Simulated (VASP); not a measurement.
# KI (Fm-3m) in VASP: notebook

The runs below take KI through relaxation of cell and atoms, single point, with PBEsol, PBE.

Everything below comes from runs of VASP 6.6.1. Logs are shortened: lines on timing, memory, paths and dates and some standing lists are left out, and cuts for length are marked.

**The experiment to reproduce.**

From a printed reference work, monograph, for a bulk crystal of KI: band gap 6.32 eV.

How close the calculation comes is told below.

### Step 1. The structure

It takes space group Fm-3m (No. 225, cubic). Conventional cell: a = 7.066 Å, b = 7.066 Å, c = 7.066 Å, α = 90.00°, β = 90.00°, γ = 90.00°. K (site symmetry m-3m) is surrounded by 6 I at 3.53 Å. I (site symmetry m-3m) has 6 K at 3.53 Å as nearest neighbours.

### Step 2. Relaxation of cell and atoms, PBEsol

File INCAR:

```
SYSTEM = KI
ALGO = Normal
EDIFF = 1E-6
EDIFFG = -0.01
ENCUT = 600
GGA = PS
IBRION = 2
ISIF = 3
ISMEAR = 0
KPAR = 4
LASPH = .TRUE.
LCHARG = .FALSE.
LREAL = .FALSE.
LWAVE = .FALSE.
NELM = 80
NSW = 90
PREC = Accurate
SIGMA = 0.03
```

File KPOINTS:

```
k-points
0
G
  8 8 8
  0 0 0
```

File POSCAR:

```
KI
1.0
    0.0000000000      3.5327750000      3.5327750000
    3.5327750000      0.0000000000      3.5327750000
    3.5327750000      3.5327750000      0.0000000000
K I
1 1
Direct
    0.0000000000      0.0000000000      0.0000000000
    0.5000000000      0.5000000000      0.5000000000
```

Potentials or basis: VASP PAW PBE potentials, release 64 (K_sv, I).

The run is started by

```sh
$ cat potpaw_PBE.64/K_sv/POTCAR potpaw_PBE.64/I/POTCAR > POTCAR
$ mpirun -np 4 vasp_std > vasp.out
```

OUTCAR:

```text
SYSTEM = KI
   EDIFF = 1E-6
   EDIFFG = -0.01
   ENCUT = 600
   GGA = PS
   IBRION = 2
   ISIF = 3
   ISMEAR = 0
   LASPH = .TRUE.
   LREAL = .FALSE.
   NELM = 80
   NSW = 90
   PREC = Accurate

 ion  position               nearest neighbor table
   1  0.000  0.000  0.000-   2 3.53   2 3.53   2 3.53   2 3.53   2 3.53   2 3.53
   2  0.500  0.500  0.500-   1 3.53   1 3.53   1 3.53   1 3.53   1 3.53   1 3.53

  LATTYP: Found a face centered cubic cell.
 ALAT       =     7.0655500000

  Lattice vectors:

 A1 = (   0.0000000000,   3.5327750000,   3.5327750000)
 A2 = (   3.5327750000,   0.0000000000,   3.5327750000)
 A3 = (   3.5327750000,   3.5327750000,   0.0000000000)

Analysis of symmetry for initial positions (statically):
=====================================================================
 Subroutine PRICEL returns:
 Original cell was already a primitive cell.

 Routine SETGRP: Setting up the symmetry group for a
 face centered cubic supercell.

 Subroutine GETGRP returns: Found 48 space group operations
 (whereof 48 operations were pure point group operations)
 out of a pool of 48 trial point group operations.

The static configuration has the point symmetry O_h .

Analysis of symmetry for dynamics (positions and initial velocities):
=====================================================================
 Subroutine PRICEL returns:
 Original cell was already a primitive cell.

 Routine SETGRP: Setting up the symmetry group for a
 face centered cubic supercell.

 Subroutine GETGRP returns: Found 48 space group operations
 (whereof 48 operations were pure point group operations)
 out of a pool of 48 trial point group operations.

The dynamic configuration has the point symmetry O_h .

 Subroutine INISYM returns: Found 48 space group operations
 (whereof 48 operations are pure point group operations),
 and found     1 'primitive' translations

----------------------------------------------------------------------------------------

                                     Primitive cell

  volume of cell :      88.1816

  direct lattice vectors                    reciprocal lattice vectors
     0.000000000  3.532775000  3.532775000    -0.141531799  0.141531799  0.141531799
     3.532775000  0.000000000  3.532775000     0.141531799 -0.141531799  0.141531799
     3.532775000  3.532775000  0.000000000     0.141531799  0.141531799 -0.141531799

  length of vectors
     4.996098318  4.996098318  4.996098318     0.245140266  0.245140266  0.245140266

  position of ions in fractional coordinates (direct lattice)
     0.000000000  0.000000000  0.000000000
     0.500000000  0.500000000  0.500000000

  ion indices of the primitive-cell ions
   primitive index   ion index
                 1           1
                 2           2

----------------------------------------------------------------------------------------

 KPOINTS: k-points

Automatic generation of k-mesh.
 Grid dimensions read from file:
 generate k-points for:    8    8    8

 Generating k-lattice:

  Cartesian coordinates                     Fractional coordinates (reciprocal lattice)
    -0.017691475  0.017691475  0.017691475     0.125000000  0.000000000  0.000000000
     0.017691475 -0.017691475  0.017691475     0.000000000  0.125000000  0.000000000
     0.017691475  0.017691475 -0.017691475     0.000000000  0.000000000  0.125000000

  Length of vectors
     0.030642533  0.030642533  0.030642533

  Shift w.r.t. Gamma in fractional coordinates (k-lattice)
     0.000000000  0.000000000  0.000000000

 Subroutine IBZKPT returns following result:
 ===========================================

 Found     29 irreducible k-points:

 Following reciprocal coordinates:
            Coordinates               Weight
  0.000000  0.000000  0.000000      1.000000
  0.125000  0.000000  0.000000      8.000000
  0.250000  0.000000  0.000000      8.000000
  0.375000  0.000000  0.000000      8.000000
  0.500000  0.000000  0.000000      4.000000
  0.125000  0.125000  0.000000      6.000000
[... 16 lines left out ...]
[... 39 lines left out ...]
  Thomas-Fermi vector in A             =   2.052808
   LORBIT       =      0    0 simple, 1 ext, 2 COOP (PROOUT), +10 PAW based schemes
   GGA     = PS    functional components
   LHFCALC =     F    Hartree Fock is set to
   AEXX    =    0.0000 exact exchange contribution
   IVDW    =     0    specifies the selected vdW correction
   LEPSILON=     F    determine dielectric tensor
   LRPA    =     F    only Hartree local field effects (RPA)
 conjugate gradient relaxation of ions
 non-spin polarized calculation
 Gauss-broadening in eV      SIGMA  =   0.03
  energy-cutoff  :      600.00
  volume of cell :       88.18
 maximum number of plane-waves:      2964
   NGX = 19   NGY = 19   NGZ = 19

--------------------------------------- Ionic step        1  -------------------------------------------

 number of electron      15.9999999 magnetization

 Free energy of the ion-electron system (eV)
  ---------------------------------------------------
  ext. energy  EPLUGINS =         0.00000000
  ---------------------------------------------------
  free energy    TOTEN  =        -5.81460784 eV

  energy without entropy =       -5.81460784  energy(sigma->0) =       -5.81460784

------------------------ aborting loop because EDIFF is reached ----------------------------------------

  FORCE on cell =-STRESS in cart. coord.  units (eV):
  Direction    XX          YY          ZZ          XY          YZ          ZX
  --------------------------------------------------------------------------------------
  -------------------------------------------------------------------------------------
  Total       -0.1293526     -0.1293526     -0.1293526      0.0000000     -0.0000000      0.0000000
  in kB       -2.3502154     -2.3502154     -2.3502154      0.0000000     -0.0000000      0.0000000
  external PRESSURE =      -2.3502154 kB  Pullay stress =       0.0000000 kB
[... 129 lines left out ...]
  energy  without entropy=       -5.8159570563  energy(sigma->0) =       -5.81595706

--------------------------------------- Ionic step        5  -------------------------------------------

 number of electron      15.9999999 magnetization

 Free energy of the ion-electron system (eV)
  ---------------------------------------------------
  ext. energy  EPLUGINS =         0.00000000
  ---------------------------------------------------
  free energy    TOTEN  =        -5.81606474 eV

  energy without entropy =       -5.81606474  energy(sigma->0) =       -5.81606474

 E-fermi :  -0.2357     XC(G=0):  -7.4278

 val. band max:       -0.3993388669   @ k =   0.0000   0.0000   0.0000
 cond. band min:       3.4595428598   @ k =   0.0000   0.0000   0.0000
 fundamental gap:      3.8588817267
 Fermi energy:        -0.2357113466

 k-point     1 :       0.0000    0.0000    0.0000
  band No.  band energies     occupation
      1     -28.6884      2.00000
      2     -12.2443      2.00000
      3     -12.2443      2.00000
      4     -12.2443      2.00000
      5     -10.9691      2.00000
      6      -0.3993      2.00000
      7      -0.3993      2.00000
      8      -0.3993      2.00000
      9       3.4595      0.00000
     10       6.0171      0.00000
     11       6.0171      0.00000
     12       6.0171      0.00000
[... 331 lines left out ...]
 k-point    24 :      -0.3750    0.2500    0.1250
  band No.  band energies     occupation
      1     -28.6855      2.00000
      2     -12.3785      2.00000
      3     -12.2640      2.00000
      4     -12.2542      2.00000
      5     -10.6925      2.00000
      6      -1.5726      2.00000
      7      -0.9788      2.00000
      8      -0.8126      2.00000
      9       5.5359      0.00000
     10       6.3651      0.00000
     11       6.9829      0.00000
     12       7.8488      0.00000

 [... further k-points ...]

------------------------ aborting loop because EDIFF is reached ----------------------------------------

  FORCE on cell =-STRESS in cart. coord.  units (eV):
  Direction    XX          YY          ZZ          XY          YZ          ZX
  --------------------------------------------------------------------------------------
  -------------------------------------------------------------------------------------
  Total       -0.0049149     -0.0049149     -0.0049149      0.0000000     -0.0000000      0.0000000
  in kB       -0.0911944     -0.0911944     -0.0911944      0.0000000     -0.0000000      0.0000000
  external PRESSURE =      -0.0911944 kB  Pullay stress =       0.0000000 kB
[... 17 lines left out ...]
  FREE ENERGIE OF THE ION-ELECTRON SYSTEM (eV)
  ---------------------------------------------------
  free  energy   TOTEN  =        -5.8160647375 eV

  energy  without entropy=       -5.8160647375  energy(sigma->0) =       -5.81606474

 reached required accuracy - stopping structural energy minimisation
```

Run time: 24 s. Hardware: 4 MPI ranks of Intel Xeon 6975P-C (Granite Rapids), shared host; peak memory 0.26 GiB.

Results:

```yaml
Free_energy: -5.8161 eV
Relaxed_volume: 43.17 Å³/atom
Relaxed_cell: a = 4.961 Å, b = 4.961 Å, c = 4.961 Å, α = 60.00°, β = 60.00°, γ = 60.00°
Space_group_after_relaxing_to_0.05_Å: Fm-3m (No. 225)
Energy_gained_by_relaxing: 0.7 meV/atom
Ionic_steps: 5
Pressure_after_relaxing: 0.0 GPa
Band_gap_on_the_k_mesh: 3.86 eV, direct
```

The path:
| step | energy change (eV) | largest force (eV/Å) | pressure (GPa) | volume (Å³) |
| --- | --- | --- | --- | --- |
| 1 | 0.0000 | 0.0000 | -0.24 | 88.18 |
| 2 | -0.0010 | 0.0000 | -0.13 | 87.36 |
| 3 | -0.0013 | 0.0000 | -0.07 | 86.85 |
| 4 | -0.0013 | 0.0000 | 0.07 | 85.83 |
| 5 | -0.0015 | 0.0000 | -0.01 | 86.35 |

Final structure:
```yaml
crystal:
  lattice:
    - [0.00000, 3.50812, 3.50812]
    - [3.50812, 0.00000, 3.50812]
    - [3.50812, 3.50812, 0.00000]
  atoms:
    - { symbol: K, position: [0.00000, 0.00000, 0.00000] }
    - { symbol: I, position: [0.50000, 0.50000, 0.50000] }
```

Levels at points of the mesh, in eV from the valence-band top:
```csv
k point,band 4,band 5,band 6,band 7,band 8,band 9,band 10,band 11,band 12
"(0.00, 0.00, 0.00)",-11.85,-10.57,0.00,0.00,0.00,3.86,6.42,6.42,6.42
"(0.50, 0.00, 0.00)",-11.85,-10.25,-1.40,-0.36,-0.36,5.40,7.67,8.11,8.11
"(0.50, 0.50, 0.00)",-11.87,-10.42,-1.05,-0.39,-0.39,4.79,5.72,8.09,8.75
```

Caveat: the PAW data sets were made with another functional, which shifts forces and pressure a little; spin-orbit coupling is left out, which moves the levels of the heavy elements. A k mesh can miss the band edges.

### Step 3. Relaxation of cell and atoms, PBEsol

This run uses another cell than the first one, of 43.17 Å³/atom, 0.979 times its volume.

Changes to INCAR since step 2:

```diff
@@ -2,4 +2,4 @@
 ALGO = Normal
-EDIFF = 1E-6
-EDIFFG = -0.01
+EDIFF = 1E-7
+EDIFFG = -0.005
 ENCUT = 600
```

KPOINTS is that of step 2.

File POSCAR:

```
KI                                      
1.0
    0.0000000000      3.5081227332      3.5081227332
    3.5081227332     -0.0000000000      3.5081227332
    3.5081227332      3.5081227332      0.0000000000
  K               I             
     1     1
Direct
     0.0000000000000000    0.0000000000000000    0.0000000000000000
     0.5000000000000000    0.5000000000000000    0.5000000000000000
```

Potentials or basis: VASP PAW PBE potentials, release 64 (K_sv, I).

The run is started by

```sh
$ cat potpaw_PBE.64/K_sv/POTCAR potpaw_PBE.64/I/POTCAR > POTCAR
$ mpirun -np 4 vasp_std > vasp.out
```

It took 9.3 s on 4 MPI ranks of Intel Xeon 6975P-C (Granite Rapids), shared host; peak memory 0.24 GiB.

It converged, with:

| Item | Value |
| --- | --- |
| Free energy | -5.8160 eV |
| Pressure after relaxing | 0.0 GPa |
| Band gap on the k mesh | 3.86 eV, direct |

Final structure:
```xyz
2
Lattice="0.0000 3.5081 3.5081 3.5081 0.0000 3.5081 3.5081 3.5081 0.0000" Properties=species:S:1:pos:R:3 pbc="T T T"
K     0.0000    0.0000    0.0000
I     3.5081    3.5081    3.5081
```

Levels at points of the mesh, in eV from the valence-band top:
```csv
k point,band 6,band 7,band 8,band 9,band 10,band 11
"(0.00, 0.00, 0.00)",0.00,0.00,0.00,3.86,6.42,6.42
"(0.50, 0.00, 0.00)",-1.40,-0.36,-0.36,5.40,7.67,8.11
"(0.50, 0.50, 0.00)",-1.05,-0.39,-0.39,4.79,5.72,8.09
```

Caveat: the relaxation stopped at its first step, so nothing moved; the PAW data sets were made with another functional, which shifts forces and pressure a little; spin-orbit coupling is left out, which moves the levels of the heavy elements. As with any semilocal functional, this PBEsol gap is likely too small.

### Step 4. Single point, PBEsol

File INCAR:

```
ALGO = Fast
EDIFF = 1E-7
ENCUT = 520
GGA = PS
ISIF = 2
ISMEAR = 0
KPAR = 4
LASPH = T
LCHARG = F
LREAL = F
LWAVE = F
NELM = 80
PREC = Accurate
SIGMA = 0.03
```

File KPOINTS:

```
k-points
0
Gamma
  4 4 4
```

File POSCAR:

```
KI
1.0
    0.0000000000      3.5327750000      3.5327750000
    3.5327750000      0.0000000000      3.5327750000
    3.5327750000      3.5327750000      0.0000000000
K I
1 1
Direct
    0.0000000000      0.0000000000      0.0000000000
    0.5000000000      0.5000000000      0.5000000000
```

The run is started by

```sh
$ cat potpaw_PBE.64/K_sv/POTCAR potpaw_PBE.64/I/POTCAR > POTCAR
$ mpirun -np 4 vasp_std > vasp.out
```

It took 5.5 s on 4 MPI ranks of Intel Xeon 6975P-C (Granite Rapids), shared host; peak memory 0.22 GiB.

The run converged. Its results:

```yaml
Free_energy: -5.8136 eV
Pressure: -0.2 GPa
Band_gap_on_the_k_mesh: 3.81 eV, direct
```

Levels at points of the mesh, in eV from the valence-band top:
```tsv
k point	band 6	band 7	band 8	band 9	band 10	band 11
(0.00, 0.00, 0.00)	0.00	0.00	0.00	3.81	6.43	6.43
(0.50, 0.00, 0.00)	-1.35	-0.34	-0.34	5.38	7.61	8.07
(0.50, 0.50, 0.00)	-1.02	-0.37	-0.37	4.83	5.67	8.07
```

Caveat: the PAW data sets were made with another functional, which shifts forces and pressure a little; spin-orbit coupling is left out, which moves the levels of the heavy elements.

### Step 5. Relaxation of cell and atoms, PBE

File INCAR:

```
SYSTEM = KI
ALGO     = Normal         ! electronic algorithm
EDIFF    = 1E-6           ! SCF threshold, eV
EDIFFG   = -0.01          ! ionic threshold
ENCUT    = 300            ! plane-wave cutoff, eV
GGA      = PE             ! functional
IBRION   = 2              ! ionic algorithm
ISIF     = 3              ! what is computed and relaxed
ISMEAR   = 0              ! smearing method
LASPH    = .True.         ! aspherical terms in the spheres
LCHARG   = .False.        ! write CHGCAR
LREAL    = .False.        ! projectors in reciprocal space
LWAVE    = .False.        ! write WAVECAR
NELM     = 80             ! most SCF steps
NSW      = 90             ! ionic steps
PREC     = Accurate       ! precision mode
SIGMA    = 0.03           ! smearing width, eV
```

File KPOINTS:

```
k-points
0
Gamma
  4 4 4
  0 0 0
```

POSCAR is that of step 4.

Potentials or basis: VASP PAW PBE potentials, release 64 (K_pv, I).

The run is started by

```sh
$ cat potpaw_PBE.64/K_pv/POTCAR potpaw_PBE.64/I/POTCAR > POTCAR
$ mpirun -np 1 vasp_std > vasp.out
```

Wall time 18 s (1 thread of AMD EPYC 7R13 (Zen 3), shared host); peak memory 0.12 GiB.

Results (log left out):

| Item | Value |
| --- | --- |
| Free energy | -5.5307 eV |
| Relaxed volume | 46.90 Å³/atom |
| Relaxed cell | a = 5.100 Å, b = 5.100 Å, c = 5.100 Å, α = 60.00°, β = 60.00°, γ = 60.00° |
| Space group after relaxing (to 0.05 Å) | Fm-3m (No. 225) |
| Energy gained by relaxing | 6.2 meV/atom |
| Ionic steps | 4 |
| Pressure after relaxing | 0.0 GPa |
| Band gap on the k mesh | 3.82 eV, direct |

Step by step:
| step | energy change (eV) | largest force (eV/Å) | pressure (GPa) | volume (Å³) |
| --- | --- | --- | --- | --- |
| 1 | 0.0000 | 0.0000 | 0.76 | 88.18 |
| 2 | -0.0092 | 0.0000 | 0.35 | 90.87 |
| 3 | -0.0120 | 0.0000 | -0.10 | 94.65 |
| 4 | -0.0123 | 0.0000 | -0.01 | 93.81 |

Final structure:
```xyz
2
Lattice="0.0000 3.6064 3.6064 3.6064 0.0000 3.6064 3.6064 3.6064 0.0000" Properties=species:S:1:pos:R:3 pbc="T T T"
K     0.0000    0.0000    0.0000
I     3.6064    3.6064    3.6064
```

Levels at points of the mesh, in eV from the valence-band top:
```
           k point  band 4  band 5  band 6  band 7  band 8  band 9  band 10  band 11
(0.00, 0.00, 0.00)  -10.42    0.00    0.00    0.00    3.82    6.51     6.51     6.51
(0.50, 0.00, 0.00)  -10.21   -1.19   -0.29   -0.29    5.46    7.52     8.03     8.03
(0.50, 0.50, 0.00)  -10.30   -0.91   -0.33   -0.33    5.02    5.62     8.06     8.51
```

Caveat: spin-orbit coupling is left out, which moves the levels of the heavy elements.

### Step 6. Relaxation of cell and atoms, PBE

This run uses another cell than the first one, of 46.90 Å³/atom, 1.064 times its volume.

Changes to INCAR since step 5:

```diff
@@ -2,4 +2,4 @@
 ALGO     = Normal         ! electronic algorithm
-EDIFF    = 1E-6           ! SCF threshold, eV
-EDIFFG   = -0.01          ! ionic threshold
+EDIFF    = 1E-7           ! SCF threshold, eV
+EDIFFG   = -0.005         ! ionic threshold
 ENCUT    = 300            ! plane-wave cutoff, eV
```

KPOINTS is that of step 5.

File POSCAR:

```
KI                                      
1.0
    0.0000000000      3.6063555696      3.6063555696
    3.6063555696     -0.0000000000      3.6063555696
    3.6063555696      3.6063555696      0.0000000000
  K               I             
     1     1
Direct
     0.0000000000000000    0.0000000000000000    0.0000000000000000
     0.5000000000000000    0.5000000000000000    0.5000000000000000
```

Potentials or basis: VASP PAW PBE potentials, release 64 (K_pv, I).

The run is started by

```sh
$ cat potpaw_PBE.64/K_pv/POTCAR potpaw_PBE.64/I/POTCAR > POTCAR
$ mpirun -np 1 vasp_std > vasp.out
```

Wall time 7.3 s (1 thread of AMD EPYC 7R13 (Zen 3), shared host); peak memory 0.13 GiB.

Results (log left out):

| Item | Value |
| --- | --- |
| Free energy | -5.5311 eV |
| Pressure after relaxing | 0.0 GPa |
| Band gap on the k mesh | 3.82 eV, direct |

Final structure:
```xyz
2
Lattice="0.0000 3.6064 3.6064 3.6064 0.0000 3.6064 3.6064 3.6064 0.0000" Properties=species:S:1:pos:R:3 pbc="T T T"
K     0.0000    0.0000    0.0000
I     3.6064    3.6064    3.6064
```

Levels at points of the mesh, in eV from the valence-band top:
| k point | band 5 | band 6 | band 7 | band 8 | band 9 | band 10 |
| --- | --- | --- | --- | --- | --- | --- |
| (0.00, 0.00, 0.00) | 0.00 | 0.00 | 0.00 | 3.82 | 6.51 | 6.51 |
| (0.50, 0.00, 0.00) | -1.19 | -0.29 | -0.29 | 5.46 | 7.52 | 8.03 |
| (0.50, 0.50, 0.00) | -0.91 | -0.33 | -0.33 | 5.02 | 5.62 | 8.06 |

Caveat: the relaxation stopped at its first step, so nothing moved; spin-orbit coupling is left out, which moves the levels of the heavy elements. As with any semilocal functional, this PBE gap is likely too small.

### Step 7. Summary

| task | level | potentials or basis | cell | k mesh | cutoff (eV) | gap on the mesh (eV) | pressure (GPa) |
| --- | --- | --- | --- | --- | --- | --- | --- |
| relaxation of cell and atoms | PBEsol | VASP PAW PBE potentials, release 64 (K_sv, I) | relaxed | 8 × 8 × 8 | 600 | 3.86 | 0.0 |
| single point | PBEsol | VASP PAW PBE potentials, release 64 (K_sv, I) | Fm-3m, 44.09 Å³/atom | 4 × 4 × 4 | 520 | 3.81 | -0.2 |
| relaxation of cell and atoms | PBE | VASP PAW PBE potentials, release 64 (K_pv, I) | relaxed | 4 × 4 × 4 | 300 | 3.82 | 0.0 |

Alike in all rows: no spin polarisation; smearing gaussian 0.03 eV.

Caveats: spin-orbit coupling is left out, which moves the levels of the heavy elements; the relaxation stopped at its first step, so nothing moved (some runs); the PAW data sets were made with another functional, which shifts forces and pressure a little (some runs).

Total energies depend on the potentials used, so only differences within one code and one set of settings carry meaning.

### Step 8. Comparison with measurements

Step 4. Against the measured gap of KI, 6.32 eV (a printed reference work, monograph), the calculated 3.81 eV is off by -2.51 eV. Spin-orbit coupling on I is left out. The value is that of PBEsol, without temperature or zero-point motion. Semilocal functionals fall short of measured gaps as a rule.
